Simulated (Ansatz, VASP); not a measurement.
Zn in VASP and in Ansatz

```xyz
2
Lattice="2.6333 0.0000 0.0000 -1.3167 2.2805 0.0000 0.0000 0.0000 5.1082" Properties=species:S:1:pos:R:3 pbc="T T T"
Zn    0.0000    1.5203    1.2771
Zn    1.3167    0.7602    3.8312
```

Alike in both runs: functional PBE; k mesh 18 × 18 × 8; occupations gaussian, width 0.1 eV; no spin polarisation.

Ansatz relaxed the structure, and its values are those at the end. VASP's run is a single point on that final structure, the one shown.

|  | VASP | Ansatz |
| --- | --- | --- |
| version | VASP 6.6.1 | Ansatz 0.2.0 |
| potentials or method | VASP PAW PBE potentials, release 64 (Zn) | scalar-relativistic, plane waves, PAW |
| plane-wave cutoff (eV) | 520 | 420 |
| valence electrons in the cell | 24 | 24 |

```csv
,VASP,Ansatz,Ansatz less VASP
gap on the k mesh at the Fermi level (eV),none,none,-
pressure (GPa),0.3,0.0,-0.35
```

A gap of «none» marks a metal or a gap that the smearing closes.
